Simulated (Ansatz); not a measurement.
# SnTe (Fm-3m) in Ansatz: a series of runs

One crystal, SnTe, is run at these levels: PBE, LDA; tasks: elastic constants, Born charges, phonons.

Everything below comes from runs of Ansatz 0.2.0. Logs are shortened: lines on timing, memory, paths and dates and some standing lists are left out, and cuts for length are marked.

## (1) Starting point

Symmetry: Fm-3m, No. 225, cubic system. The conventional cell has a = 6.302 Å, b = 6.302 Å, c = 6.302 Å, α = 90.00°, β = 90.00°, γ = 90.00°. Te (site symmetry m-3m) is surrounded by 6 Sn at 3.15 Å. Sn (site symmetry m-3m) has 6 Te at 3.15 Å as nearest neighbours.

## (2) Elastic constants, PBE

Input file input.yaml:

```yaml
crystal:
  lattice:
    - [0.0, 3.15085, 3.15085]
    - [3.15085, 0.0, 3.15085]
    - [3.15085, 3.15085, 0.0]
  atoms:
    - { symbol: Te, position: [0.5, 0.5, 0.5] }
    - { symbol: Sn, position: [0.0, 0.0, 0.0] }
hamiltonian:
  xc: pbe
  pseudopotentials: { kind: paw }
kpoints:
  mp_grid: { grid: [5, 5, 5] }
scf:
  occupations: { method: fixed }
output:
  forces: true
  stress: true
elastic:
  mode: relaxed_ion
  stencil: two_point
```

Potentials or basis: Ansatz PAW.

On the command line:

```
ansatz run input.yaml --threads 2 --pin off --max-ram 5632MiB --backend cpu --events-out ev --progress --plain --runs-dir out
```

Log:

```text
Warning: RAYON_NUM_THREADS=2 ignored (pool sized by the plan → 2); use --threads N
Engine: ansatz 0.2.0, x86_64-unknown-linux-gnu
Pseudopotentials: kind: paw
Pseudopotential: Te, paw, valence charge 16, recommended cutoff 420 eV (normal), Te.paw.azcp
Pseudopotential: Sn, paw, valence charge 14, recommended cutoff 420 eV (normal), Sn.paw.azcp
Functional definition: PBE
  parameter kappa = 0.804
  parameter beta = 0.06672455060314922
  exchange = pbe_x(kappa = kappa, mu = beta*pi^2/3)
  correlation = pbe_c(beta = beta)
Crystal: 2 atoms, lattice volume = 62.562 Å³
Basis set: ecut = 420 eV, 1243 PW (Γ), exchange–correlation on 60×60×60 points (8 copies of the dense FFT grid, shifted against one another)
Bands: 19, of which v1, the nominal top of the filled ones, is band 15 counted from 1 (14 counted from 0)
Symmetry: 48 space group operations
Space group: Fm-3m (ITA 225), of the structure as read, at distance tolerance 4.0e-5 Å
k-points: 10 of 125
Non-local potential: Te, projectors of the file, l = 0: 2, l = 1: 2, l = 2: 2, l = 3: 2
Non-local potential: Sn, projectors of the file, l = 0: 2, l = 1: 2, l = 2: 2, l = 3: 2
PAW form: soft (Blöchl's): semilocal exchange-correlation on the pseudo side does not see the compensation charge
PAW one-centre angular grid: Te, 590 points (default); XC on 64 Gauss nodes
PAW one-centre angular grid: Sn, 590 points (default); XC on 64 Gauss nodes
Initial density: superposition of atomic densities (neutral atoms: chi_scale 0, normalization atom), corrected by the library's trained network
Initial wavefunctions: pseudopotential atomic-orbital guess
Functional: x = pbe(κ = 0.804, μ = 0.2195149727645171), c = pbe(β = 0.06672455060314922)
SCF iter   1: F=—  HF=-13004.730429 eV  |F-HF|=—  |Δ(HF+E_count)|=         —  Δρ=7.11e-4  dr2=3.24e-4  ethr=1.77e-3  ⟨swp⟩=4.9  Hψ=806  notcnv=0  defer=16
preconditioner: auto → none  [insulator: Δε(μ)=0.923 eV  Ē_g=8.688 eV  n_scr=14 (ndim 8)  ℏωp=14.8 eV  f_vac=0.009  ε∞_Penn≈3.9]
SCF iter   2: F=—  HF=-13004.728993 eV  |F-HF|=—  |Δ(HF+E_count)|=   1.44e-3  Δρ=4.31e-4  dr2=1.32e-4  ethr=1.08e-6  ⟨swp⟩=2.7  Hψ=451  notcnv=0  defer=17
SCF iter   3: F=—  HF=-13004.729025 eV  |F-HF|=—  |Δ(HF+E_count)|=   3.16e-5  Δρ=1.76e-4  dr2=1.74e-5  ethr=4.41e-7  ⟨swp⟩=3.0  Hψ=343  notcnv=0  defer=16
SCF iter   4: F=—  HF=-13004.729045 eV  |F-HF|=—  |Δ(HF+E_count)|=   1.95e-5  Δρ=6.73e-5  dr2=2.36e-6  ethr=5.80e-8  ⟨swp⟩=2.0  Hψ=240  notcnv=0  defer=13
SCF iter   5: F=—  HF=-13004.729050 eV  |F-HF|=—  |Δ(HF+E_count)|=   5.08e-6  Δρ=3.40e-5  dr2=8.21e-7  ethr=7.86e-9  ⟨swp⟩=2.1  Hψ=241  notcnv=0  defer=2
SCF iter   6: F=—  HF=-13004.729049 eV  |F-HF|=—  |Δ(HF+E_count)|=   3.33e-7  Δρ=8.64e-6  dr2=4.20e-8  ethr=2.74e-9  ⟨swp⟩=2.0  Hψ=340  notcnv=0  defer=2
SCF iter   7: F=—  HF=-13004.729049 eV  |F-HF|=—  |Δ(HF+E_count)|=   2.99e-8  Δρ=9.57e-7  dr2=5.22e-10  ethr=1.40e-10  ⟨swp⟩=2.0  Hψ=340  notcnv=0  defer=2
SCF iter   8: F=—  HF=-13004.729049 eV  |F-HF|=—  |Δ(HF+E_count)|=  4.58e-10  Δρ=1.65e-7  dr2=1.70e-11  ethr=1.74e-12  ⟨swp⟩=2.0  Hψ=340  notcnv=0  defer=2
SCF iter   9: F=—  HF=-13004.729049 eV  |F-HF|=—  |Δ(HF+E_count)|=  9.09e-12  Δρ=4.85e-8  dr2=1.40e-12  ethr=5.65e-14 (applied; sched 1.00e-12)  ⟨swp⟩=2.0  Hψ=340  notcnv=0  defer=2
SCF iter  10: F=-13004.729049 eV  HF=-13004.729049 eV  |F-HF|=1.82e-12  |Δ(HF+E_count)|=  3.64e-12  Δρ=6.67e-9  dr2=2.52e-14  ethr=1.00e-12  ⟨swp⟩=5.7  Hψ=1141  notcnv=0
SCF 1 converged in 10 iterations: F = -13004.729049 eV  dr2 = 2.52e-14
Crystal: 2 atoms, lattice volume = 62.437 Å³
Symmetry: 16 space group operations
k-points: 18 of 125
Initial density: handed on by an earlier stage of this run
Initial wavefunctions: those handed on with the density
iter 1 solved again at ethr=2.90e-8 eV; its pass at ethr=3.10e-3 eV (dr2=8.71e-6 eV) is discarded
SCF iter   1: F=—  HF=-13004.727166 eV  |F-HF|=—  |Δ(HF+E_count)|=         —  Δρ=8.24e-5  dr2=7.62e-6  ethr=2.90e-8  ⟨swp⟩=3.0  Hψ=1873  notcnv=0  defer=30
preconditioner: auto → none  [insulator: Δε(μ)=0.908 eV  Ē_g=8.695 eV  n_scr=14 (ndim 8)  ℏωp=14.9 eV  f_vac=0.006  ε∞_Penn≈3.9]
SCF iter   2: F=—  HF=-13004.727163 eV  |F-HF|=—  |Δ(HF+E_count)|=   3.63e-6  Δρ=2.93e-5  dr2=7.80e-7  ethr=2.54e-8  ⟨swp⟩=2.0  Hψ=420  notcnv=0  defer=14
[... 9 lines left out ...]
SCF iter   1: F=—  HF=-13004.730609 eV  |F-HF|=—  |Δ(HF+E_count)|=         —  Δρ=8.21e-5  dr2=8.90e-8  ethr=3.00e-10  ⟨swp⟩=2.3  Hψ=1641  notcnv=0  defer=19
preconditioner: auto → none  [insulator: Δε(μ)=0.903 eV  Ē_g=8.676 eV  n_scr=14 (ndim 8)  ℏωp=14.8 eV  f_vac=0.007  ε∞_Penn≈3.9]
SCF iter   2: F=—  HF=-13004.730655 eV  |F-HF|=—  |Δ(HF+E_count)|=   4.61e-5  Δρ=4.10e-5  dr2=2.23e-8  ethr=2.97e-10  ⟨swp⟩=1.4  Hψ=352  notcnv=0  defer=19
SCF iter   3: F=—  HF=-13004.730671 eV  |F-HF|=—  |Δ(HF+E_count)|=   1.61e-5  Δρ=1.41e-6  dr2=1.37e-9  ethr=7.45e-11  ⟨swp⟩=2.0  Hψ=379  notcnv=0  defer=19
[... 10 lines left out ...]
SCF iter   3: F=—  HF=-13004.729011 eV  |F-HF|=—  |Δ(HF+E_count)|=   3.44e-8  Δρ=2.25e-6  dr2=2.07e-9  ethr=1.72e-10  ⟨swp⟩=2.0  Hψ=648  notcnv=0  defer=36
SCF iter   4: F=—  HF=-13004.729011 eV  |F-HF|=—  |Δ(HF+E_count)|=   2.77e-9  Δρ=1.60e-7  dr2=3.81e-11  ethr=6.91e-12  ⟨swp⟩=2.0  Hψ=673  notcnv=0  defer=36
SCF iter   5: F=—  HF=-13004.729011 eV  |F-HF|=—  |Δ(HF+E_count)|=  1.82e-12  Δρ=6.86e-8  dr2=3.68e-12  ethr=1.27e-13 (applied; sched 1.00e-12)  ⟨swp⟩=2.8  Hψ=866  notcnv=0  defer=36
SCF iter   6: F=—  HF=-13004.729011 eV  |F-HF|=—  |Δ(HF+E_count)|=  3.64e-12  Δρ=1.79e-8  dr2=1.19e-13  ethr=1.23e-14 (applied; sched 1.00e-12)  ⟨swp⟩=2.4  Hψ=719  notcnv=0  defer=36
SCF iter   7: F=-13004.729011 eV  HF=-13004.729011 eV  |F-HF|=3.64e-12  |Δ(HF+E_count)|=  7.28e-12  Δρ=4.06e-9  dr2=7.71e-15  ethr=1.00e-12  ⟨swp⟩=4.7  Hψ=1738  notcnv=0
SCF 4 converged in 7 iterations: F = -13004.729011 eV  dr2 = 7.71e-15
iter 1 solved again at ethr=8.99e-11 eV; its pass at ethr=3.10e-3 eV (dr2=2.70e-8 eV) is discarded
SCF iter   1: F=—  HF=-13004.728995 eV  |F-HF|=—  |Δ(HF+E_count)|=         —  Δρ=4.40e-5  dr2=2.65e-8  ethr=8.99e-11  ⟨swp⟩=2.1  Hψ=2411  notcnv=0  defer=28
preconditioner: auto → none  [insulator: Δε(μ)=0.905 eV  Ē_g=8.686 eV  n_scr=14 (ndim 8)  ℏωp=14.8 eV  f_vac=0.006  ε∞_Penn≈3.9]
SCF iter   2: F=—  HF=-13004.729007 eV  |F-HF|=—  |Δ(HF+E_count)|=   1.14e-5  Δρ=2.20e-5  dr2=6.60e-9  ethr=8.83e-11  ⟨swp⟩=1.0  Hψ=513  notcnv=0  defer=28
SCF iter   3: F=—  HF=-13004.729011 eV  |F-HF|=—  |Δ(HF+E_count)|=   4.56e-6  Δρ=1.15e-6  dr2=2.38e-10  ethr=2.20e-11  ⟨swp⟩=1.7  Hψ=539  notcnv=0  defer=28
SCF iter   4: F=—  HF=-13004.729011 eV  |F-HF|=—  |Δ(HF+E_count)|=   1.08e-8  Δρ=1.87e-7  dr2=1.29e-11  ethr=7.94e-13 (applied; sched 1.00e-12)  ⟨swp⟩=2.0  Hψ=918  notcnv=0  defer=28
SCF iter   5: F=—  HF=-13004.729011 eV  |F-HF|=—  |Δ(HF+E_count)|=  2.07e-10  Δρ=5.25e-8  dr2=5.46e-13  ethr=4.29e-14 (applied; sched 1.00e-12)  ⟨swp⟩=3.0  Hψ=928  notcnv=0  defer=28
SCF iter   6: F=-13004.729011 eV  HF=-13004.729011 eV  |F-HF|=7.28e-12  |Δ(HF+E_count)|=  7.28e-12  Δρ=5.34e-9  dr2=6.64e-15  ethr=1.00e-12  ⟨swp⟩=4.8  Hψ=1733  notcnv=0
SCF 5 converged in 6 iterations: F = -13004.729011 eV  dr2 = 6.64e-15
SCF converged after 10 iterations
Free energy (F): -13004.729049 eV
Harris-Foulkes:  -13004.729049 eV  (|F-HF|=1.82e-12)
Internal energy: -13004.729049 eV  (E = F + TS)
E sigma→0 (E₀):  -13004.729049 eV
Fermi energy:    9.345323 eV
--- Per-component energies (eV) ---
  E_band       = -353.731358
  E_kinetic    = 366.130091
  E_local      = -2152.379446  (includes V_loc(G=0)·N_el)
  E_nonlocal   = -343.030622
  E_hartree    = 1353.408345
  E_xc         = -507.776725
  E_vxc        = -201.021381  (∫ρ·V_xc dr)
  E_paw        = -8795.590009  (= ΣΔE_a)
  E_vpaw       = -730.246543  (= ΣTr[D̂ρ^β])
  E_aug_tail   = -0.000158  (compensation charges beyond the density's cutoff)
  E_ewald      = -2925.490525
  E_smearing   = -0.000000  (= −TS)
  E_closure    = 0.000000  (closes the sum)
  Σ components = -13004.729049   (vs F -13004.729049, Δ=0.00e0)
--- Forces (eV/Å), atoms counted from 1 ---
  atom   1  Te     0.00000000    -0.00000000     0.00000000
  atom   2  Sn    -0.00000000     0.00000000    -0.00000000
  max |Σ_I F_I| component: 3.17e-29 eV/Å
--- Stress (GPa, compression-positive) ---
        2.234295       0.000000      -0.000000
       -0.000000       2.234295      -0.000000
       -0.000000      -0.000000       2.234295
  P = ⅓ Tr σ = 2.2343 GPa (22.343 kbar)
--- Band table (eV; the first three rows and the last of 10) ---
  k-point 0: bands = ["-27.3923", "-27.3923", "-27.3880", "-27.3880", "-27.3880", "-12.2315", "-12.2315", "-12.2262", "-12.2262", "-12.2262", "-3.1252", "5.0011", "7.5376", "7.5376", "7.5376", "13.0353", "13.0353", "13.0353", "14.4581"]
  k-point 1: bands = ["-27.3922", "-27.3922", "-27.3878", "-27.3877", "-27.3877", "-12.2334", "-12.2334", "-12.2257", "-12.2241", "-12.2241", "-2.7964", "3.5331", "7.6018", "7.6018", "8.4775", "11.6885", "11.6885", "11.7458", "14.5516"]
  k-point 2: bands = ["-27.3921", "-27.3921", "-27.3876", "-27.3873", "-27.3873", "-12.2370", "-12.2370", "-12.2249", "-12.2201", "-12.2201", "-2.0371", "1.6870", "7.8128", "7.8128", "9.3330", "10.2655", "10.2772", "10.2772", "16.3667"]
  k-point 9: bands = ["-27.3924", "-27.3919", "-27.3877", "-27.3873", "-27.3868", "-12.2434", "-12.2323", "-12.2250", "-12.2206", "-12.2167", "-1.5940", "2.1943", "5.2619", "5.3467", "8.4491", "10.8388", "13.6584", "14.1014", "15.1107"]
--- Elastic constants: 2 strain directions × 2 members + reference (group order 48) ---
  dense FFT box of the reference and of every strained cell: 30×30×30
  strains applied: 11, 23; error gains: componentwise 1.00 (the most a stress slope's error grows in a printed constant), spectral 1.73 (1 for all six strains in a standard setting)
  C = ∂σ_k/∂η_j (tension-positive GPa; Voigt order 11 22 33 23 13 12):
       141.918      2.713      2.713      0.000      0.000     -0.000
         2.713    141.918      2.713     -0.000     -0.000      0.000
         2.713      2.713    141.918      0.000     -0.000     -0.000
        -0.000     -0.000      0.000     16.004     -0.000     -0.000
        -0.000     -0.000      0.000      0.000     16.004      0.000
        -0.000      0.000     -0.000     -0.000     -0.000     16.004
  reference stress σ⁰ (GPa):     -2.234     -2.234     -2.234      0.000      0.000      0.000
  C* (energy form; C + prestress term) asymmetry max|C*_kj − C*_jk| = 3.109e-15 GPa — a small one proves nothing (zero by symmetry where the batch's group is 432, −43m or m−3m); a large one is finite-difference/SCF noise where every solve meets its electron count
  moduli (Voigt/Reuss/Hill, GPa): K = 49.11/49.11/49.11   G = 37.44/23.13/30.29   E = 75.37   ν = 0.244
  mechanically stable: yes (min eigenvalue of sym C = 16.00 GPa)
  strain η (Voigt 11):  stress-route row diagonal C_11 = 141.92 GPa, energy-path curvature d²(F+E_count+ΔE)/dδ²/Ω₀ = 141.89 GPa
         δ    σ_11 (GPa)             F (eV)   n_scf  n_hpsi   n_pw
    -2.000e-3      -2.5215      -13004.7271600       8    6324   1243   relax 0 steps, max|allowed force component| 6.09e-29 eV/Å
     2.000e-3      -1.9538      -13004.7306711       6    5203   1243   relax 0 steps, max|allowed force component| 5.66e-29 eV/Å
  strain η (Voigt 23):  stress-route row diagonal C_44 = 16.00 GPa, energy-path curvature d²(F+E_count+ΔE)/dδ²/Ω₀ = 17.13 GPa
         δ    σ_23 (GPa)             F (eV)   n_scf  n_hpsi   n_pw
    -2.000e-3      -0.0320      -13004.7290113       7    8636   1243   relax 0 steps, max|allowed force component| 1.34e-29 eV/Å
     2.000e-3       0.0320      -13004.7290113       6    7582   1243   relax 0 steps, max|allowed force component| 2.45e-29 eV/Å
```

Run time: 4.1 s. Hardware: 2 threads of Intel Xeon Platinum 8488C (Sapphire Rapids), shared host; peak memory 0.41 GiB.

Results:

```
Free energy                     : -13004.7290 eV
Pressure                        : 2.2 GPa
Elastic constants C11, C12, C44 : 142, 3, 16 GPa
Voigt bulk modulus              : 49 GPa
```

Elastic tensor in Voigt notation (GPa, in the Cartesian axes of the cell as first typed):
```
142   3   3   0   0   0
  3 142   3   0   0   0
  3   3 142   0   0   0
  0   0   0  16   0   0
  0   0   0   0  16   0
  0   0   0   0   0  16
```

Caveat: this odd mesh misses L, where the gap lies, so gap, dielectric constants and Born charges aren't listed.

## (3) Born charges, PBE

input.yaml, as its differences from that of step 2:

```diff
@@ -12,3 +12,3 @@
 kpoints:
-  mp_grid: { grid: [5, 5, 5] }
+  mp_grid: { grid: [7, 7, 7] }
 scf:
@@ -16,6 +16,4 @@
 output:
-  forces: true
-  stress: true
-elastic:
-  mode: relaxed_ion
-  stencil: two_point
+  eigenvalues: true
+dielectric:
+  method: response
```

Potentials or basis: Ansatz PAW.

On the command line:

```
ansatz run input.yaml --threads 2 --pin off --max-ram 5632MiB --backend cpu --events-out ev --progress --plain --runs-dir out
```

Log:

```text
Warning: RAYON_NUM_THREADS=2 ignored (pool sized by the plan → 2); use --threads N
[... 9 set-up lines as earlier in the session ...]
Crystal: 2 atoms, lattice volume = 62.562 Å³
Basis set: ecut = 420 eV, 1243 PW (Γ), exchange–correlation on 60×60×60 points (8 copies of the dense FFT grid, shifted against one another)
Bands: 19, of which v1, the nominal top of the filled ones, is band 15 counted from 1 (14 counted from 0)
[... 1 set-up line as earlier in the session ...]
k-points: 40 of 343 (irreducible under 8 space group operations, time reversal used)
[... 7 set-up lines as earlier in the session ...]
[... 36 lines left out ...]
  E_band       = -353.572188
  E_kinetic    = 366.172665
  E_local      = -2152.582495  (includes V_loc(G=0)·N_el)
  E_nonlocal   = -343.013641
  E_hartree    = 1353.586338
  E_xc         = -507.786605
  E_vxc        = -201.036524  (∫ρ·V_xc dr)
  E_paw        = -8795.614385  (= ΣΔE_a)
  E_vpaw       = -730.284752  (= ΣTr[D̂ρ^β])
  E_aug_tail   = -0.000158  (compensation charges beyond the density's cutoff)
  E_ewald      = -2925.490525
  E_smearing   = -0.000000  (= −TS)
  E_closure    = 0.000000  (closes the sum)
  Σ components = -13004.728806   (vs F -13004.728806, Δ=0.00e0)
--- Band table (eV; the first three rows and the last of 40) ---
  k-point 0: bands = ["-27.3916", "-27.3916", "-27.3876", "-27.3876", "-27.3876", "-12.2190", "-12.2190", "-12.2141", "-12.2141", "-12.2141", "-3.1225", "5.0069", "7.5397", "7.5397", "7.5397", "13.0396", "13.0396", "13.0396", "14.4608"]
  k-point 1: bands = ["-27.3915", "-27.3915", "-27.3875", "-27.3875", "-27.3875", "-12.2200", "-12.2200", "-12.2138", "-12.2130", "-12.2130", "-2.9516", "4.1236", "7.5703", "7.5703", "8.1483", "12.2047", "12.2047", "12.2435", "14.4118"]
  k-point 2: bands = ["-27.3914", "-27.3914", "-27.3874", "-27.3872", "-27.3872", "-12.2226", "-12.2226", "-12.2132", "-12.2100", "-12.2100", "-2.4836", "2.6536", "7.6820", "7.6820", "8.8964", "10.9780", "10.9780", "11.0479", "15.1008"]
  k-point 39: bands = ["-27.3917", "-27.3911", "-27.3873", "-27.3870", "-27.3864", "-12.2313", "-12.2198", "-12.2121", "-12.2092", "-12.2040", "-1.4891", "2.2045", "4.7363", "5.4549", "8.4591", "10.8808", "13.8196", "14.7298", "14.9626"]
--- Dielectric response (ions clamped): 3 representative field directions + reference, inside a basis on a mesh of 4096 k-points (Σ response iterations 18) ---
  ε∞ (high-frequency dielectric tensor):
       65.360035     0.000000     0.000000
        0.000000    65.360035     0.000000
        0.000000     0.000000    65.360035
  Born effective charges Z* (e; rows j = field, columns β = displacement):
    site 0:
        -7.57687   -0.00000   -0.00000
         0.00000   -7.57687    0.00000
         0.00000    0.00000   -7.57687
    site 1:
         7.57687    0.00000    0.00000
        -0.00000    7.57687   -0.00000
        -0.00000   -0.00000    7.57687
  Z* charge neutrality: 8.790e-3 e pre-enforcement
  solved inside a basis spanned on kpoints, on 16×16×16 k-points, which do not settle them: ε∞ is read to err by 7.6e0, Z* by 9.0e-1 e (field_mesh: kpoints solves on kpoints); Z* is corrected for what the basis lacks
```

It took 60 s on 2 threads of Intel Xeon Platinum 8488C (Sapphire Rapids), shared host; peak memory 1.6 GiB.

What came out:

```yaml
Free_energy: -13004.7288 eV
```

Levels at points of the mesh, in eV from the Fermi level:
| k point | band 13 | band 14 | band 15 | band 16 | band 17 | band 18 |
| --- | --- | --- | --- | --- | --- | --- |
| (0.00, 0.00, 0.00) | -1.91 | -1.91 | -1.91 | 3.59 | 3.59 | 3.59 |

Caveat: this odd mesh misses L, where the gap lies, so gap, dielectric constants and Born charges aren't listed. Spin-orbit coupling is left out, which matters for the levels of Te.

[end of part 1 of 2]
